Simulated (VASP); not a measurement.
# Al (Im-3m) in VASP: further runs

One crystal, Al, is run at these levels: vdW-DF, RPBE, B3LYP+TS; tasks: relaxation of cell and atoms, single point.

All numbers are computed with VASP 6.6.1; they aren't measurements. Logs are shortened: lines on timing, memory, paths and dates and some standing lists are left out, and cuts for length are marked.

## Step 1: The crystal as given

The structure is cubic, space group Im-3m (No. 229). Conventional cell: a = 3.182 Å, b = 3.182 Å, c = 3.182 Å, α = 90.00°, β = 90.00°, γ = 90.00°. Around Al (site symmetry m-3m) lie 8 Al at 2.76 Å.

This isn't the form of Al at room conditions, which is fcc.

## Step 2: Relaxation of cell and atoms, vdW-DF

File INCAR:

```
SYSTEM = Al
PREC = Accurate
ENCUT = 600
EDIFF = 1E-7
ISMEAR = 0
SIGMA = 0.1
LREAL = .FALSE.
LASPH = .TRUE.
NELM = 80
ALGO = Normal
ISIF = 3
LWAVE = .FALSE.
LCHARG = .FALSE.
GGA = RE
LUSE_VDW = .TRUE.
AGGAC = 0.0
IBRION = 2
NSW = 40
EDIFFG = -0.01
```

File KPOINTS:

```
regular mesh
0
G
  12 12 12
  0 0 0
```

File POSCAR:

```
Al
2.7561
   -0.577344323501      0.577344323501      0.577344323501
    0.577344323501     -0.577344323501      0.577344323501
    0.577344323501      0.577344323501     -0.577344323501
Al
1
Direct
    0.0000000000      0.0000000000      0.0000000000
```

Potentials or basis: VASP PAW PBE potentials, release 64 (Al).

The run is started by

```console
$ cat potpaw_PBE.64/Al/POTCAR > POTCAR
$ mpirun -np 1 vasp_std > vasp.out
```

OUTCAR:

```text
SYSTEM = Al
   PREC = Accurate
   ENCUT = 600
   EDIFF = 1E-7
   ISMEAR = 0
   LREAL = .FALSE.
   LASPH = .TRUE.
   NELM = 80
   ISIF = 3
   GGA = RE
   IBRION = 2
   NSW = 40
   EDIFFG = -0.01

 ion  position               nearest neighbor table
   1  0.000  0.000  0.000-

  LATTYP: Found a body centered cubic cell.
 ALAT       =     3.1824373800

  Lattice vectors:

 A1 = (  -1.5912186900,   1.5912186900,   1.5912186900)
 A2 = (   1.5912186900,  -1.5912186900,   1.5912186900)
 A3 = (   1.5912186900,   1.5912186900,  -1.5912186900)

Analysis of symmetry for initial positions (statically):
=====================================================================
 Subroutine PRICEL returns:
 Original cell was already a primitive cell.

 Routine SETGRP: Setting up the symmetry group for a
 body centered cubic supercell.

 Subroutine GETGRP returns: Found 48 space group operations
 (whereof 48 operations were pure point group operations)
 out of a pool of 48 trial point group operations.

The static configuration has the point symmetry O_h .

Analysis of symmetry for dynamics (positions and initial velocities):
=====================================================================
 Subroutine PRICEL returns:
 Original cell was already a primitive cell.

 Routine SETGRP: Setting up the symmetry group for a
 body centered cubic supercell.

 Subroutine GETGRP returns: Found 48 space group operations
 (whereof 48 operations were pure point group operations)
 out of a pool of 48 trial point group operations.

The dynamic configuration has the point symmetry O_h .

 Subroutine INISYM returns: Found 48 space group operations
 (whereof 48 operations are pure point group operations),
 and found     1 'primitive' translations

----------------------------------------------------------------------------------------

                                     Primitive cell

  volume of cell :      16.1157

  direct lattice vectors                    reciprocal lattice vectors
    -1.591218690  1.591218690  1.591218690     0.000000000  0.314224565  0.314224565
     1.591218690 -1.591218690  1.591218690     0.314224565  0.000000000  0.314224565
     1.591218690  1.591218690 -1.591218690     0.314224565  0.314224565  0.000000000

  length of vectors
     2.756071617  2.756071617  2.756071617     0.444380641  0.444380641  0.444380641

  position of ions in fractional coordinates (direct lattice)
     0.000000000  0.000000000  0.000000000

  ion indices of the primitive-cell ions
   primitive index   ion index
                 1           1

----------------------------------------------------------------------------------------

 KPOINTS: regular mesh

Automatic generation of k-mesh.
 Grid dimensions read from file:
 generate k-points for:   12   12   12

 Generating k-lattice:

  Cartesian coordinates                     Fractional coordinates (reciprocal lattice)
     0.000000000  0.026185380  0.026185380     0.083333333  0.000000000  0.000000000
     0.026185380  0.000000000  0.026185380     0.000000000  0.083333333  0.000000000
     0.026185380  0.026185380  0.000000000     0.000000000  0.000000000  0.083333333

  Length of vectors
     0.037031720  0.037031720  0.037031720

  Shift w.r.t. Gamma in fractional coordinates (k-lattice)
     0.000000000  0.000000000  0.000000000

 Subroutine IBZKPT returns following result:
 ===========================================

 Found     72 irreducible k-points:

 Following reciprocal coordinates:
            Coordinates               Weight
  0.000000  0.000000  0.000000      1.000000
  0.083333  0.000000  0.000000     12.000000
  0.166667  0.000000  0.000000     12.000000
  0.250000  0.000000  0.000000     12.000000
  0.333333  0.000000  0.000000     12.000000
  0.416667  0.000000  0.000000     12.000000
[... 42 lines left out ...]
 -0.250000  0.250000  0.166667     24.000000
 -0.333333  0.333333  0.166667     24.000000
 [... further k-points ...]
   k-points           NKPTS =     72   k-points in BZ     NKDIM =     72   number of bands    NBANDS=      5
   number of dos      NEDOS =    301   number of ions     NIONS =      1
   total plane-waves  NPLWV =  13824
   dimension x,y,z NGX =    24 NGY =   24 NGZ =   24
   dimension x,y,z NGXF=    48 NGYF=   48 NGZF=   48
   ions per type =               1
   NGX,Y,Z   is equivalent  to a cutoff of  14.48, 14.48, 14.48 a.u.
   NGXF,Y,Z  is equivalent  to a cutoff of  28.95, 28.95, 28.95 a.u.
 SYSTEM =  Al
   PREC   = accura    normal or accurate (medium, high low for compatibility)
   ISTART =      0    job   : 0-new  1-cont  2-samecut
   ICHARG =      2    charge: 1-file 2-atom 10-const
   ISPIN  =      1    spin polarized calculation?
   LNONCOLLINEAR =      F non collinear calculations
   LSORBIT =      F    spin-orbit coupling
   LASPH  =      T    aspherical Exc in radial PAW
   ENCUT  =  600.0 eV  44.10 Ry    6.64 a.u.   5.50  5.50  5.50*2*pi/ulx,y,z
   NELM   =     80;   NELMIN=  2; NELMDL= -5     # of ELM steps
   EDIFF  = 0.1E-06   stopping-criterion for ELM
   LREAL  =      F    real-space projection
   EDIFFG = -.1E-01   stopping-criterion for IOM
   NSW    =     40    number of steps for IOM
   IBRION =      2    ionic relax: 0-MD 1-quasi-New 2-CG
   NFREE  =      1    steps in history (QN), initial steepest desc. (CG)
   ISIF   =      3    stress and relaxation
   ISYM   =      2    0-nonsym 1-usesym 2-fastsym
   POTIM  = 0.5000    time-step for ionic-motion
   TEBEG  =    0.0;   TEEND  =   0.0 temperature during run
   PSTRESS=    0.0 pullay stress
   NELECT =       3.0000    total number of electrons
   NUPDOWN=      -1.0000    fix difference up-down
   EMIN   =  10.00;   EMAX   =-10.00  energy-range for DOS
   EFERMI =   0.00;   METHOD = LEGACY
   ISMEAR =     0;   SIGMA  =   0.10  broadening in eV -4-tet -1-fermi 0-gaus
   EFERMI_NEDOS =   21; number of points for ismear=-14 and -15
   IALGO  =     38    algorithm
   IMIX   =      4    mixing-type and parameters
     AMIX     =   0.40;   BMIX     =  1.00
     AMIX_MAG =   1.60;   BMIX_MAG =  1.00
  volume/ion in A,a.u.               =      16.12       108.75
  Fermi-wavevector in a.u.,A,eV,Ry     =   0.934757  1.766435 11.888371  0.873771
  Thomas-Fermi vector in A             =   2.061595
   LORBIT       =      0    0 simple, 1 ext, 2 COOP (PROOUT), +10 PAW based schemes
   GGA     = RE    functional components
   LHFCALC =     F    Hartree Fock is set to
   AEXX    =    0.0000 exact exchange contribution
   IVDW_NL    =     1    kernel type
   BPARAM     = 6.3000
   IVDW    =     0    specifies the selected vdW correction
   LEPSILON=     F    determine dielectric tensor
   LRPA    =     F    only Hartree local field effects (RPA)
 conjugate gradient relaxation of ions
 non-spin polarized calculation
 Gauss-broadening in eV      SIGMA  =   0.10
  energy-cutoff  :      600.00
  volume of cell :       16.12
 maximum number of plane-waves:       555
 NGX is ok and might be reduce to    24
   NGX = 11   NGY = 11   NGZ = 11

--------------------------------------- Ionic step        1  -------------------------------------------

 number of electron       3.0000000 magnetization

 Free energy of the ion-electron system (eV)
  ---------------------------------------------------
  ext. energy  EPLUGINS =         0.00000000
  ---------------------------------------------------
  free energy    TOTEN  =        -1.73713634 eV

  energy without entropy =       -1.73469341  energy(sigma->0) =       -1.73591488

 E-fermi :   8.2734     XC(G=0): -10.2278

 val. band max:        8.1964043601   @ k =  -0.4167  -0.4167   0.2500
 cond. band min:       8.2881492207   @ k =   0.3333   0.2500   0.0833
 fundamental gap:      0.0917448606
 Fermi energy:         8.2734229189

 k-point     1 :       0.0000    0.0000    0.0000
  band No.  band energies     occupation
      1      -2.9880      2.00000
      2      21.6566      0.00000
      3      21.6566      0.00000
      4      21.6566      0.00000
      5      23.2827      0.00000

 k-point     2 :       0.0833    0.0000    0.0000
  band No.  band energies     occupation
      1      -2.7851      2.00000
      2      19.5075      0.00000
      3      20.5020      0.00000
      4      20.9049      0.00000
      5      22.5053      0.00000
[... 297 lines left out ...]
 k-point    40 :      -0.4167    0.5000    0.0833
  band No.  band energies     occupation
      1       3.5430      2.00000
      2       5.9155      2.00000
      3      12.5783      0.00000
      4      17.5867      0.00000
      5      19.2076      0.00000

 [... further k-points ...]

------------------------ aborting loop because EDIFF is reached ----------------------------------------

  FORCE on cell =-STRESS in cart. coord.  units (eV):
  Direction    XX          YY          ZZ          XY          YZ          ZX
  --------------------------------------------------------------------------------------
  -------------------------------------------------------------------------------------
  Total        0.6406181      0.6406181      0.6406181      0.0000000      0.0000000     -0.0000000
  in kB       63.6883766     63.6883766     63.6883766      0.0000000      0.0000000     -0.0000000
  external PRESSURE =      63.6883766 kB  Pullay stress =       0.0000000 kB

 VOLUME and BASIS-vectors are now :
 -----------------------------------------------------------------------------
  energy-cutoff  :      600.00
  volume of cell :       16.12
      direct lattice vectors                 reciprocal lattice vectors
    -1.591218690  1.591218690  1.591218690     0.000000000  0.314224565  0.314224565
     1.591218690 -1.591218690  1.591218690     0.314224565  0.000000000  0.314224565
     1.591218690  1.591218690 -1.591218690     0.314224565  0.314224565  0.000000000

 POSITION                                       TOTAL-FORCE (eV/Angst)
 -----------------------------------------------------------------------------------
      0.00000      0.00000      0.00000         0.000000     -0.000000      0.000000
 -----------------------------------------------------------------------------------
    total drift:                                0.000000      0.000000      0.000000

  FREE ENERGIE OF THE ION-ELECTRON SYSTEM (eV)
  ---------------------------------------------------
  free  energy   TOTEN  =        -1.7371363447 eV

  energy  without entropy=       -1.7346934070  energy(sigma->0) =       -1.73591488

Total vdW correction in eV:      0.5171226

--------------------------------------- Ionic step        2  -------------------------------------------

 number of electron       3.0000000 magnetization

 Free energy of the ion-electron system (eV)
  ---------------------------------------------------
  ext. energy  EPLUGINS =         0.00000000
  ---------------------------------------------------
  free energy    TOTEN  =        -1.76501252 eV

  energy without entropy =       -1.76202613  energy(sigma->0) =       -1.76351933

 E-fermi :   7.3108     XC(G=0):  -9.8920

 val. band max:        7.3002551231   @ k =   0.2500   0.2500   0.2500
 cond. band min:       7.3879423299   @ k =  -0.4167   0.4167   0.2500
 fundamental gap:      0.0876872068
 Fermi energy:         7.3107907293

 k-point     1 :       0.0000    0.0000    0.0000
  band No.  band energies     occupation
      1      -3.3020      2.00000
      2      20.1543      0.00000
      3      20.1543      0.00000
      4      20.1543      0.00000
      5      21.0005      0.00000

 k-point     2 :       0.0833    0.0000    0.0000
  band No.  band energies     occupation
      1      -3.1111      2.00000
      2      17.9307      0.00000
      3      18.7977      0.00000
      4      19.4645      0.00000
      5      20.4576      0.00000
[... 297 lines left out ...]
 k-point    40 :      -0.4167    0.5000    0.0833
  band No.  band energies     occupation
      1       2.8740      2.00000
      2       5.0790      2.00000
      3      11.3659      0.00000
      4      16.0477      0.00000
      5      17.6840      0.00000

 [... further k-points ...]

------------------------ aborting loop because EDIFF is reached ----------------------------------------

  FORCE on cell =-STRESS in cart. coord.  units (eV):
  Direction    XX          YY          ZZ          XY          YZ          ZX
  --------------------------------------------------------------------------------------
  -------------------------------------------------------------------------------------
  Total        0.0014617      0.0014617      0.0014617      0.0000000      0.0000000      0.0000000
  in kB        0.1326385      0.1326385      0.1326385      0.0000000      0.0000000      0.0000000
  external PRESSURE =       0.1326385 kB  Pullay stress =       0.0000000 kB

 VOLUME and BASIS-vectors are now :
 -----------------------------------------------------------------------------
  energy-cutoff  :      600.00
  volume of cell :       17.66
      direct lattice vectors                 reciprocal lattice vectors
    -1.640395490  1.640395490  1.640395490     0.000000000  0.304804544  0.304804544
     1.640395490 -1.640395490  1.640395490     0.304804544  0.000000000  0.304804544
     1.640395490  1.640395490 -1.640395490     0.304804544  0.304804544  0.000000000

 POSITION                                       TOTAL-FORCE (eV/Angst)
 -----------------------------------------------------------------------------------
      0.00000     -0.00000      0.00000         0.000000     -0.000000      0.000000
 -----------------------------------------------------------------------------------
    total drift:                                0.000000     -0.000000      0.000000

  FREE ENERGIE OF THE ION-ELECTRON SYSTEM (eV)
  ---------------------------------------------------
  free  energy   TOTEN  =        -1.7650125244 eV

  energy  without entropy=       -1.7620261269  energy(sigma->0) =       -1.76351933

Total vdW correction in eV:      0.5394234

 reached required accuracy - stopping structural energy minimisation
```

Run time: 29 s. Hardware: 1 thread of Intel Xeon Platinum 8488C (Sapphire Rapids), shared host; peak memory 0.26 GiB.

Results:

| Item | Value |
| --- | --- |
| Free energy | -1.7650 eV |
| Relaxed volume | 17.66 Å³/atom |
| Relaxed cell | a = 2.841 Å, b = 2.841 Å, c = 2.841 Å, α = 109.47°, β = 109.47°, γ = 109.47° |
| Space group after relaxing (to 0.05 Å) | Im-3m (No. 229) |
| Energy gained by relaxing | 27.9 meV/atom |
| Ionic steps | 2 |
| Pressure after relaxing | 0.0 GPa |
| Band gap on the k mesh | none (metal or under the smearing width) |

The path:
```tsv
step	energy change (eV)	largest force (eV/Å)	pressure (GPa)	volume (Å³)
1	0.0000	0.0000	6.37	16.12
2	-0.0279	0.0000	0.01	17.66
```

Final structure:
```cif
data_structure
_symmetry_space_group_name_H-M 'P 1'
_symmetry_Int_Tables_number 1
_cell_length_a 2.8412
_cell_length_b 2.8412
_cell_length_c 2.8412
_cell_angle_alpha 109.471
_cell_angle_beta 109.471
_cell_angle_gamma 109.471
_cell_volume 17.66
loop_
_atom_site_label
_atom_site_type_symbol
_atom_site_fract_x
_atom_site_fract_y
_atom_site_fract_z
_atom_site_occupancy
Al1 Al 0.00000 0.00000 0.00000 1
```

Caveat: the PAW data sets were made with another functional, which shifts forces and pressure a little.

## Step 3: Single point, RPBE

File INCAR:

```
PREC = Accurate ; ENCUT = 550
EDIFF = 1E-6 ; ISMEAR = 0
SIGMA = 0.02 ; LREAL = F
LASPH = T ; NELM = 60
ALGO = Fast ; ISIF = 2
LWAVE = F ; LCHARG = F
GGA = RP ; NBANDS = 8
```

File KPOINTS:

```
regular mesh
0
Gamma
  12 12 12
```

File POSCAR:

```
Al
1.0
   -1.5912186900      1.5912186900      1.5912186900
    1.5912186900     -1.5912186900      1.5912186900
    1.5912186900      1.5912186900     -1.5912186900
Al
1
Cartesian
    0.0000000000      0.0000000000      0.0000000000
```

Potentials or basis: VASP PAW PBE potentials, release 64 (Al_GW).

The run is started by

```console
$ cat potpaw_PBE.64/Al_GW/POTCAR > POTCAR
$ mpirun -np 1 vasp_std > vasp.out
```

Run time: 7.5 s. Hardware: 1 thread of Intel Xeon Platinum 8488C (Sapphire Rapids), shared host; peak memory 0.14 GiB.

The run converged. Its results:

```yaml
Free_energy: -3.3893 eV
Pressure: 5.2 GPa
Band_gap_on_the_k_mesh: none (metal or under the smearing width)
```

Levels at points of the mesh, in eV from the Fermi level:
| k point | band 1 | band 2 | band 3 | band 4 | band 5 | band 6 |
| --- | --- | --- | --- | --- | --- | --- |
| (0.00, 0.00, 0.00) | -11.31 | 13.43 | 13.43 | 13.43 | 15.14 | 15.14 |
| (0.50, 0.00, 0.00) | -4.44 | -3.87 | 8.31 | 8.39 | 10.14 | 11.66 |
| (0.50, 0.50, 0.50) | 1.91 | 1.91 | 1.91 | 2.90 | 2.90 | 6.00 |

Caveat: the PAW data sets were made with another functional, which shifts forces and pressure a little.

## Step 4: Single point, RPBE

File run.py:

```python
from ase import Atoms
from ase.calculators.vasp import Vasp
from ase.dft.bandgap import bandgap

atoms = Atoms(
    ['Al'],
    cell=[[-1.59121869, 1.59121869, 1.59121869], [1.59121869, -1.59121869, 1.59121869], [1.59121869, 1.59121869, -1.59121869]],
    scaled_positions=[[0.0, 0.0, 0.0]],
    pbc=True,
)
calc = Vasp(
    directory='calc',
    xc='rpbe',
    pp='PBE',
    setups='gw',
    prec='Accurate',
    encut=550,
    ediff=1e-06,
    ismear=0,
    sigma=0.02,
    lreal=False,
    lasph=True,
    nelm=80,
    algo='Fast',
    isif=2,
    lwave=False,
    lcharg=True,
    lelf=True,
    lvhar=True,
    kpts=[12, 12, 12],
    gamma=True,
    nbands=8,
)
atoms.calc = calc

print('energy (eV):', atoms.get_potential_energy())
print('free energy (eV):', atoms.get_potential_energy(force_consistent=True))
print('forces (eV/A):')
print(atoms.get_forces())
print('stress (eV/A^3, Voigt):', atoms.get_stress())
print('Fermi level (eV):', calc.get_fermi_level())
gap, top, bottom = bandgap(calc)
print('band gap (eV):', gap, 'from (spin, k, band)', top, 'to', bottom)
```

Potentials or basis: VASP PAW PBE potentials, release 64 (Al_GW).

The run is started by

```console
$ python run.py
```

What it wrote:

```text
energy (eV): -3.38925246
free energy (eV): -3.38932547
forces (eV/A):
[[0. 0. 0.]]
stress (eV/A^3, Voigt): [-0.03271121 -0.03271121 -0.03271121 -0.          0.         -0.        ]
Fermi level (eV): 7.05444208
band gap (eV): 0.0 from (spin, k, band) (None, None, None) to (None, None, None)
```

OUTCAR:

```text
ENCUT = 550.000000
   EDIFF = 1.00e-06
   GGA = RP
   PREC = Accurate
   ISIF = 2
   ISMEAR = 0
   NELM = 80
[... 685 lines left out ...]
 -----------------------------------------------------------------------------------
      0.00000      0.00000      0.00000         0.000000      0.000000      0.000000
 -----------------------------------------------------------------------------------
    total drift:                                0.000000      0.000000      0.000000

  FREE ENERGIE OF THE ION-ELECTRON SYSTEM (eV)
  ---------------------------------------------------
  free  energy   TOTEN  =        -3.3893254706 eV

  energy  without entropy=       -3.3891794408  energy(sigma->0) =       -3.38925246
```

INCAR:

```text
ENCUT = 550.000000
SIGMA = 0.020000
EDIFF = 1.00e-06
ALGO = Fast
GGA = RP
PREC = Accurate
ISIF = 2
ISMEAR = 0
NBANDS = 8
NELM = 80
LASPH = .TRUE.
LCHARG = .TRUE.
LELF = .TRUE.
LVHAR = .TRUE.
LWAVE = .FALSE.
LREAL = .FALSE.
```

Run time: 9.6 s. Hardware: 1 thread of Intel Xeon Platinum 8488C (Sapphire Rapids), shared host; peak memory 0.13 GiB.

What came out:

| Quantity | Value |
| --- | --- |
| Free energy | -3.3893 eV |
| Pressure | 5.2 GPa |
| Band gap on the k mesh | none (metal or under the smearing width) |

Caveat: the PAW data sets were made with another functional, which shifts forces and pressure a little.

[end of part 1 of 2]
